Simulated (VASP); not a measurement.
# As2Pt (Sperrylite) (Pa-3) in VASP: a series of runs

One crystal, As2Pt (Sperrylite), is run at these levels: PBEsol; tasks: relaxation of cell and atoms, relaxation of the atoms.

Program: VASP 6.6.1. These are calculated values, not measurements. Logs are shortened: lines on timing, memory, paths and dates and some standing lists are left out, and cuts for length are marked.

## Step 1: Starting point

It takes space group Pa-3 (No. 205, cubic). The conventional cell has a = 5.983 Å, b = 5.983 Å, c = 5.983 Å, α = 90.00°, β = 90.00°, γ = 90.00°. Around As (site symmetry 3) lie 1 As at 2.43 Å and 3 Pt at 2.50 Å. Pt (site symmetry -3) is surrounded by 6 As at 2.50 Å.

## Step 2: Relaxation of cell and atoms, PBEsol

Input file INCAR:

```
PREC = Accurate ; ENCUT = 600
EDIFF = 1E-7 ; ISMEAR = 0
SIGMA = 0.03 ; LREAL = F
LASPH = T ; NELM = 80
ALGO = Normal ; ISIF = 3
LWAVE = F ; LCHARG = F
GGA = PS ; IBRION = 2
NSW = 90 ; EDIFFG = -0.005
KPAR = 4
```

Input file KPOINTS:

```
Automatic mesh
0
Gamma
  6 6 6
```

Input file POSCAR:

```
As2Pt                                   
1.0
    5.9828939147      0.0000000000     -0.0000000000
    0.0000000000      5.9828939147      0.0000000000
    0.0000000000      0.0000000000      5.9828939147
  As              Pt            
     8     4
Direct
     0.3828931724908698    0.3828931724908698    0.3828931724908698
     0.1171068275091302    0.6171068275091303    0.8828931724908697
     0.8828931724908697    0.1171068275091302    0.6171068275091303
     0.6171068275091303    0.8828931724908697    0.1171068275091302
     0.6171068275091303    0.6171068275091303    0.6171068275091303
     0.8828931724908697    0.3828931724908698    0.1171068275091302
     0.1171068275091302    0.8828931724908697    0.3828931724908698
     0.3828931724908698    0.1171068275091302    0.8828931724908697
     0.0000000000000000    0.0000000000000000    0.0000000000000000
     0.5000000000000000    0.0000000000000000    0.5000000000000000
     0.5000000000000000    0.5000000000000000    0.0000000000000000
     0.0000000000000000    0.5000000000000000    0.5000000000000000
```

Potentials or basis: VASP PAW PBE potentials, release 64 (As, Pt).

Command:

```bash
$ cat potpaw_PBE.64/As/POTCAR potpaw_PBE.64/Pt/POTCAR > POTCAR
$ mpirun -np 4 vasp_std > vasp.out
```

OUTCAR:

```text
PREC = Accurate
   ENCUT = 600
   EDIFF = 1E-7
   ISMEAR = 0
   LREAL = F
   LASPH = T
   NELM = 80
   ISIF = 3
   GGA = PS
   IBRION = 2
   NSW = 90
   EDIFFG = -0.005

 ion  position               nearest neighbor table
   1  0.383  0.383  0.383-   5 2.43  10 2.50  11 2.50  12 2.50
   2  0.117  0.617  0.883-   6 2.43   9 2.50  11 2.50  12 2.50
   3  0.883  0.117  0.617-   7 2.43   9 2.50  10 2.50  12 2.50
   4  0.617  0.883  0.117-   8 2.43   9 2.50  10 2.50  11 2.50
   5  0.617  0.617  0.617-   1 2.43  10 2.50  11 2.50  12 2.50
   6  0.883  0.383  0.117-   2 2.43   9 2.50  11 2.50  12 2.50
   7  0.117  0.883  0.383-   3 2.43   9 2.50  10 2.50  12 2.50
   8  0.383  0.117  0.883-   4 2.43   9 2.50  10 2.50  11 2.50
   9  0.000  0.000  0.000-   2 2.50   3 2.50   4 2.50   6 2.50   7 2.50   8 2.50
  10  0.500  0.000  0.500-   1 2.50   3 2.50   4 2.50   5 2.50   7 2.50   8 2.50
  11  0.500  0.500  0.000-   1 2.50   2 2.50   4 2.50   5 2.50   6 2.50   8 2.50
  12  0.000  0.500  0.500-   1 2.50   2 2.50   3 2.50   5 2.50   6 2.50   7 2.50

  LATTYP: Found a simple cubic cell.
 ALAT       =     5.9828939147

  Lattice vectors:

 A1 = (   5.9828939147,   0.0000000000,   0.0000000000)
 A2 = (   0.0000000000,   5.9828939147,   0.0000000000)
 A3 = (   0.0000000000,   0.0000000000,   5.9828939147)

Analysis of symmetry for initial positions (statically):
=====================================================================
 Subroutine PRICEL returns:
 Original cell was already a primitive cell.

 Routine SETGRP: Setting up the symmetry group for a
 simple cubic supercell.

 Subroutine GETGRP returns: Found 24 space group operations
 (whereof  6 operations were pure point group operations)
 out of a pool of 48 trial point group operations.

The static configuration has the point symmetry S_6 .
 The point group associated with its full space group is T_h .

Analysis of symmetry for dynamics (positions and initial velocities):
=====================================================================
 Subroutine PRICEL returns:
 Original cell was already a primitive cell.

 Routine SETGRP: Setting up the symmetry group for a
 simple cubic supercell.

 Subroutine GETGRP returns: Found 24 space group operations
 (whereof  6 operations were pure point group operations)
[... 131 lines left out ...]
   TEBEG  =    0.0;   TEEND  =   0.0 temperature during run
   PSTRESS=    0.0 pullay stress
   NELECT =      80.0000    total number of electrons
   NUPDOWN=      -1.0000    fix difference up-down
   EMIN   =  10.00;   EMAX   =-10.00  energy-range for DOS
   EFERMI =   0.00;   METHOD = LEGACY
   ISMEAR =     0;   SIGMA  =   0.03  broadening in eV -4-tet -1-fermi 0-gaus
   EFERMI_NEDOS =   21; number of points for ismear=-14 and -15
   IALGO  =     38    algorithm
   IMIX   =      4    mixing-type and parameters
     AMIX     =   0.40;   BMIX     =  1.00
     AMIX_MAG =   1.60;   BMIX_MAG =  1.00
  volume/ion in A,a.u.               =      17.85       120.43
  Fermi-wavevector in a.u.,A,eV,Ry     =   1.179035  2.228054 18.913793  1.390125
  Thomas-Fermi vector in A             =   2.315354
   LORBIT       =      0    0 simple, 1 ext, 2 COOP (PROOUT), +10 PAW based schemes
   GGA     = PS    functional components
   LHFCALC =     F    Hartree Fock is set to
   AEXX    =    0.0000 exact exchange contribution
   IVDW    =     0    specifies the selected vdW correction
   LEPSILON=     F    determine dielectric tensor
   LRPA    =     F    only Hartree local field effects (RPA)
 conjugate gradient relaxation of ions
 non-spin polarized calculation
 Gauss-broadening in eV      SIGMA  =   0.03
  energy-cutoff  :      600.00
  volume of cell :      214.16
 maximum number of plane-waves:      7208
   NGX = 23   NGY = 23   NGZ = 23

 number of electron      80.0000010 magnetization

 Free energy of the ion-electron system (eV)
  ---------------------------------------------------
  ext. energy  EPLUGINS =         0.00000000
  ---------------------------------------------------
  free energy    TOTEN  =       -75.34431771 eV

  energy without entropy =      -75.34431771  energy(sigma->0) =      -75.34431771

 E-fermi :   7.4778     XC(G=0): -11.4495

 val. band max:        7.3466010459   @ k =   0.3333   0.3333   0.0000
 cond. band min:       7.6062774166   @ k =   0.5000   0.5000   0.5000
 fundamental gap:      0.2596763708
 Fermi energy:         7.4777838008

 k-point     1 :       0.0000    0.0000    0.0000
  band No.  band energies     occupation
      1      -6.9310      2.00000
      2      -4.8861      2.00000
      3      -4.8861      2.00000
      4      -4.8861      2.00000
      5      -2.7052      2.00000
      6      -2.7052      2.00000
[... 1213 lines left out ...]
     47      10.2923      0.00000
     48      10.2923      0.00000

------------------------ aborting loop because EDIFF is reached ----------------------------------------

  FORCE on cell =-STRESS in cart. coord.  units (eV):
  Direction    XX          YY          ZZ          XY          YZ          ZX
  --------------------------------------------------------------------------------------
  -------------------------------------------------------------------------------------
  Total        0.0474446      0.0474446      0.0474446      0.0000000      0.0000000      0.0000000
  in kB        0.3549467      0.3549467      0.3549467      0.0000000      0.0000000      0.0000000
  external PRESSURE =       0.3549467 kB  Pullay stress =       0.0000000 kB

 VOLUME and BASIS-vectors are now :
 -----------------------------------------------------------------------------
  energy-cutoff  :      600.00
  volume of cell :      214.16
      direct lattice vectors                 reciprocal lattice vectors
     5.982893915  0.000000000  0.000000000     0.167143194  0.000000000  0.000000000
     0.000000000  5.982893915  0.000000000     0.000000000  0.167143194  0.000000000
     0.000000000  0.000000000  5.982893915     0.000000000  0.000000000  0.167143194

 POSITION                                       TOTAL-FORCE (eV/Angst)
 -----------------------------------------------------------------------------------
      2.29081      2.29081      2.29081        -0.001278     -0.001278     -0.001278
      0.70064      3.69208      5.28226         0.001278      0.001278     -0.001278
      5.28226      0.70064      3.69208        -0.001278      0.001278      0.001278
      3.69208      5.28226      0.70064         0.001278     -0.001278      0.001278
      3.69208      3.69208      3.69208         0.001278      0.001278      0.001278
      5.28226      2.29081      0.70064        -0.001278     -0.001278      0.001278
      0.70064      5.28226      2.29081         0.001278     -0.001278     -0.001278
      2.29081      0.70064      5.28226        -0.001278      0.001278     -0.001278
      0.00000      0.00000      0.00000         0.000000      0.000000      0.000000
      2.99145      0.00000      2.99145         0.000000      0.000000      0.000000
      2.99145      2.99145      0.00000         0.000000      0.000000      0.000000
      0.00000      2.99145      2.99145         0.000000      0.000000      0.000000
 -----------------------------------------------------------------------------------
    total drift:                               -0.000000      0.000000      0.000000

  FREE ENERGIE OF THE ION-ELECTRON SYSTEM (eV)
  ---------------------------------------------------
  free  energy   TOTEN  =       -75.3443177138 eV

  energy  without entropy=      -75.3443177137  energy(sigma->0) =      -75.34431771

 reached required accuracy - stopping structural energy minimisation
```

It took 45 s on 4 MPI ranks of Intel Xeon 6975P-C (Granite Rapids), shared host; peak memory 0.47 GiB.

What came out:

```yaml
Free_energy: -75.3443 eV
Pressure_after_relaxing: 0.0 GPa
Band_gap_on_the_k_mesh: 0.26 eV, indirect (least direct gap 1.00 eV)
```

Forces in eV/Å, atoms in the order of the input:
```
As  -0.001 -0.001 -0.001
As   0.001  0.001 -0.001
As  -0.001  0.001  0.001
As   0.001 -0.001  0.001
As   0.001  0.001  0.001
As  -0.001 -0.001  0.001
As   0.001 -0.001 -0.001
As  -0.001  0.001 -0.001
Pt   0.000  0.000  0.000
Pt   0.000  0.000  0.000
Pt   0.000  0.000  0.000
Pt   0.000  0.000  0.000
```

Final structure:
```
As Pt
1.0
     5.98289    0.00000    0.00000
     0.00000    5.98289    0.00000
     0.00000    0.00000    5.98289
As Pt
8 4
Cartesian
  2.2908 2.2908 2.2908
  0.7006 3.6921 5.2823
  5.2823 0.7006 3.6921
  3.6921 5.2823 0.7006
  3.6921 3.6921 3.6921
  5.2823 2.2908 0.7006
  0.7006 5.2823 2.2908
  2.2908 0.7006 5.2823
  0.0000 0.0000 0.0000
  2.9914 0.0000 2.9914
  2.9914 2.9914 0.0000
  0.0000 2.9914 2.9914
```

Caveat: the relaxation stopped at its first step, so nothing moved; the PAW data sets were made with another functional, which shifts forces and pressure a little; spin-orbit coupling is left out, which moves the levels of the heavy elements.

## Step 3: Relaxation of the atoms, PBEsol (a relaxed cell with its volume scaled by 0.94)

Input file INCAR:

```
PREC = Accurate ; ENCUT = 600
EDIFF = 1E-7 ; ISMEAR = 0
SIGMA = 0.03 ; LREAL = F
LASPH = T ; NELM = 80
ALGO = Normal ; ISIF = 2
LWAVE = F ; LCHARG = F
GGA = PS ; IBRION = 2
NSW = 40 ; EDIFFG = -0.01
KPAR = 4
```

KPOINTS is that of step 2.

Input file POSCAR:

```
As2Pt                                   
1.0
    5.8607597688      0.0000000000      0.0000000000
    0.0000000000      5.8607597688      0.0000000000
    0.0000000000      0.0000000000      5.8607597688
  As              Pt            
     8     4
Direct
     0.3828931724908671    0.3828931724908671    0.3828931724908671
     0.1171068275091329    0.6171068275091329    0.8828931724908671
     0.8828931724908671    0.1171068275091329    0.6171068275091329
     0.6171068275091329    0.8828931724908671    0.1171068275091329
     0.6171068275091329    0.6171068275091329    0.6171068275091329
     0.8828931724908671    0.3828931724908671    0.1171068275091329
     0.1171068275091329    0.8828931724908671    0.3828931724908671
     0.3828931724908671    0.1171068275091329    0.8828931724908671
     0.0000000000000000    0.0000000000000000    0.0000000000000000
     0.5000000000000000    0.0000000000000000    0.5000000000000000
     0.5000000000000000    0.5000000000000000    0.0000000000000000
     0.0000000000000000    0.5000000000000000    0.5000000000000000
```

Potentials or basis: VASP PAW PBE potentials, release 64 (As, Pt).

Command:

```bash
$ cat potpaw_PBE.64/As/POTCAR potpaw_PBE.64/Pt/POTCAR > POTCAR
$ mpirun -np 4 vasp_std > vasp.out
```

It took 67 s on 4 MPI ranks of Intel Xeon 6975P-C (Granite Rapids), shared host; peak memory 0.47 GiB.

Results (log left out):

* Free energy: -74.9141 eV
* Energy gained by relaxing: 0.1 meV/atom
* Ionic steps: 2
* Pressure after relaxing: 11.4 GPa
* Largest force after relaxing: 0.010 eV/Å
* Band gap on the k mesh: 0.55 eV, indirect (least direct gap 1.26 eV)

Forces on the atoms (eV/Å):
```
As   0.006  0.006  0.006
As  -0.006 -0.006  0.006
As   0.006 -0.006 -0.006
As  -0.006  0.006 -0.006
As  -0.006 -0.006 -0.006
As   0.006  0.006 -0.006
As  -0.006  0.006  0.006
As   0.006 -0.006  0.006
Pt   0.000  0.000  0.000
Pt   0.000  0.000  0.000
Pt   0.000  0.000  0.000
Pt   0.000  0.000  0.000
```

The path:
```
step  energy change (eV)  largest force (eV/Å)  pressure (GPa)
   1              0.0000                0.0859           11.39
   2             -0.0012                0.0099           11.36
```

Final structure:
```yaml
crystal:
  lattice:
    - [5.86076, 0.00000, 0.00000]
    - [0.00000, 5.86076, 0.00000]
    - [0.00000, 0.00000, 5.86076]
  atoms:
    - { symbol: As, position: [0.38249, 0.38249, 0.38249] }
    - { symbol: As, position: [0.11751, 0.61752, 0.88249] }
    - { symbol: As, position: [0.88249, 0.11751, 0.61752] }
    - { symbol: As, position: [0.61752, 0.88249, 0.11751] }
    - { symbol: As, position: [0.61752, 0.61752, 0.61752] }
    - { symbol: As, position: [0.88249, 0.38249, 0.11751] }
    - { symbol: As, position: [0.11751, 0.88249, 0.38249] }
    - { symbol: As, position: [0.38249, 0.11751, 0.88249] }
    - { symbol: Pt, position: [0.00000, 0.00000, 0.00000] }
    - { symbol: Pt, position: [0.50000, 0.00000, 0.50000] }
    - { symbol: Pt, position: [0.50000, 0.50000, 0.00000] }
    - { symbol: Pt, position: [0.00000, 0.50000, 0.50000] }
```

Levels at points of the mesh, in eV from the valence-band top:
| k point | band 36 | band 37 | band 38 | band 39 | band 40 | band 41 | band 42 | band 43 | band 44 | band 45 |
| --- | --- | --- | --- | --- | --- | --- | --- | --- | --- | --- |
| (0.00, 0.00, 0.00) | -2.56 | -2.56 | -1.05 | -1.05 | -1.05 | 0.81 | 0.81 | 0.81 | 1.39 | 4.28 |
| (0.50, 0.00, 0.00) | -2.07 | -1.33 | -1.33 | -0.86 | -0.86 | 1.54 | 1.54 | 1.80 | 1.80 | 2.90 |
| (0.50, 0.50, 0.00) | -2.14 | -0.65 | -0.65 | -0.65 | -0.65 | 2.18 | 2.18 | 2.18 | 2.18 | 2.31 |
| (0.50, 0.50, 0.50) | -1.25 | -0.84 | -0.84 | -0.84 | -0.84 | 0.55 | 0.55 | 0.55 | 0.55 | 3.13 |

Caveat: the PAW data sets were made with another functional, which shifts forces and pressure a little; spin-orbit coupling is left out, which moves the levels of the heavy elements. A k mesh can miss the band edges.

## Step 4: Relaxation of the atoms, PBEsol (a relaxed cell with its volume scaled by 0.96)

INCAR is that of step 3.

KPOINTS is that of step 3.

Changes to POSCAR since step 3:

```diff
@@ -2,5 +2,5 @@
 1.0
-    5.8607597688      0.0000000000      0.0000000000
-    0.0000000000      5.8607597688      0.0000000000
-    0.0000000000      0.0000000000      5.8607597688
+    5.9020340847      0.0000000000      0.0000000000
+    0.0000000000      5.9020340847      0.0000000000
+    0.0000000000      0.0000000000      5.9020340847
   As              Pt
```

Command:

```bash
$ cat potpaw_PBE.64/As/POTCAR potpaw_PBE.64/Pt/POTCAR > POTCAR
$ mpirun -np 4 vasp_std > vasp.out
```

Wall time 62 s (4 MPI ranks of Intel Xeon 6975P-C (Granite Rapids), shared host); peak memory 0.47 GiB.

It converged, with:

* Free energy: -75.1602 eV
* Energy gained by relaxing: 0.0 meV/atom
* Ionic steps: 2
* Pressure after relaxing: 7.1 GPa
* Largest force after relaxing: 0.003 eV/Å
* Band gap on the k mesh: 0.45 eV, indirect (least direct gap 1.22 eV)

Forces on the atoms (eV/Å):
```
As   0.002  0.002  0.002
As  -0.002 -0.002  0.002
As   0.002 -0.002 -0.002
As  -0.002  0.002 -0.002
As  -0.002 -0.002 -0.002
As   0.002  0.002 -0.002
As  -0.002  0.002  0.002
As   0.002 -0.002  0.002
Pt   0.000  0.000  0.000
Pt   0.000  0.000  0.000
Pt   0.000  0.000  0.000
Pt   0.000  0.000  0.000
```

Step by step:
| step | energy change (eV) | largest force (eV/Å) | pressure (GPa) |
| --- | --- | --- | --- |
| 1 | 0.0000 | 0.0558 | 7.14 |
| 2 | -0.0006 | 0.0031 | 7.12 |

Final structure:
```cif
data_structure
_symmetry_space_group_name_H-M 'P 1'
_symmetry_Int_Tables_number 1
_cell_length_a 5.9020
_cell_length_b 5.9020
_cell_length_c 5.9020
_cell_angle_alpha 90.000
_cell_angle_beta 90.000
_cell_angle_gamma 90.000
_cell_volume 205.59
loop_
_atom_site_label
_atom_site_type_symbol
_atom_site_fract_x
_atom_site_fract_y
_atom_site_fract_z
_atom_site_occupancy
As1 As 0.38263 0.38263 0.38263 1
As2 As 0.11737 0.61737 0.88263 1
As3 As 0.88263 0.11737 0.61737 1
As4 As 0.61737 0.88263 0.11737 1
As5 As 0.61737 0.61737 0.61737 1
As6 As 0.88263 0.38263 0.11737 1
As7 As 0.11737 0.88263 0.38263 1
As8 As 0.38263 0.11737 0.88263 1
Pt1 Pt 0.00000 0.00000 0.00000 1
Pt2 Pt 0.50000 0.00000 0.50000 1
Pt3 Pt 0.50000 0.50000 0.00000 1
Pt4 Pt 0.00000 0.50000 0.50000 1
```

Levels at points of the mesh, in eV from the valence-band top:
| k point | band 38 | band 39 | band 40 | band 41 | band 42 | band 43 |
| --- | --- | --- | --- | --- | --- | --- |
| (0.00, 0.00, 0.00) | -1.03 | -1.03 | -1.03 | 0.76 | 0.76 | 0.76 |
| (0.50, 0.00, 0.00) | -1.30 | -0.85 | -0.85 | 1.52 | 1.52 | 1.75 |
| (0.50, 0.50, 0.00) | -0.63 | -0.63 | -0.63 | 2.11 | 2.11 | 2.11 |
| (0.50, 0.50, 0.50) | -0.80 | -0.80 | -0.80 | 0.45 | 0.45 | 0.45 |

Caveat: the PAW data sets were made with another functional, which shifts forces and pressure a little; spin-orbit coupling is left out, which moves the levels of the heavy elements.

## Step 5: Relaxation of the atoms, PBEsol (a relaxed cell with its volume scaled by 0.98)

INCAR is that of step 4.

KPOINTS is that of step 4.

Changes to POSCAR since step 4:

```diff
@@ -2,5 +2,5 @@
 1.0
-    5.9020340847      0.0000000000      0.0000000000
-    0.0000000000      5.9020340847      0.0000000000
-    0.0000000000      0.0000000000      5.9020340847
+    5.9427390544      0.0000000000      0.0000000000
+    0.0000000000      5.9427390544      0.0000000000
+    0.0000000000      0.0000000000      5.9427390544
   As              Pt
```

Command:

```bash
$ cat potpaw_PBE.64/As/POTCAR potpaw_PBE.64/Pt/POTCAR > POTCAR
$ mpirun -np 4 vasp_std > vasp.out
```

Run time: 60 s. Hardware: 4 MPI ranks of Intel Xeon 6975P-C (Granite Rapids), shared host; peak memory 0.48 GiB.

The run converged. Its results:

- Free energy: -75.2996 eV
- Energy gained by relaxing: 0.0 meV/atom
- Ionic steps: 2
- Pressure after relaxing: 3.4 GPa
- Band gap on the k mesh: 0.35 eV, indirect (least direct gap 1.12 eV)

The path:
| step | energy change (eV) | largest force (eV/Å) | pressure (GPa) |
| --- | --- | --- | --- |
| 1 | 0.0000 | 0.0283 | 3.38 |
| 2 | -0.0002 | 0.0000 | 3.36 |

Final structure:
```
As Pt
1.0
     5.94274    0.00000    0.00000
     0.00000    5.94274    0.00000
     0.00000    0.00000    5.94274
As Pt
8 4
Direct
  0.38276 0.38276 0.38276
  0.11724 0.61724 0.88276
  0.88276 0.11724 0.61724
  0.61724 0.88276 0.11724
  0.61724 0.61724 0.61724
  0.88276 0.38276 0.11724
  0.11724 0.88276 0.38276
  0.38276 0.11724 0.88276
  0.00000 0.00000 0.00000
  0.50000 0.00000 0.50000
  0.50000 0.50000 0.00000
  0.00000 0.50000 0.50000
```

Levels at points of the mesh, in eV from the valence-band top:
| k point | band 38 | band 39 | band 40 | band 41 | band 42 | band 43 |
| --- | --- | --- | --- | --- | --- | --- |
| (0.00, 0.00, 0.00) | -1.00 | -1.00 | -1.00 | 0.70 | 0.70 | 0.70 |
| (0.50, 0.00, 0.00) | -1.27 | -0.84 | -0.84 | 1.49 | 1.49 | 1.70 |
| (0.50, 0.50, 0.00) | -0.61 | -0.61 | -0.61 | 2.03 | 2.03 | 2.03 |
| (0.50, 0.50, 0.50) | -0.77 | -0.77 | -0.77 | 0.35 | 0.35 | 0.35 |

Caveat: the PAW data sets were made with another functional, which shifts forces and pressure a little; spin-orbit coupling is left out, which moves the levels of the heavy elements.

[end of part 1 of 2]
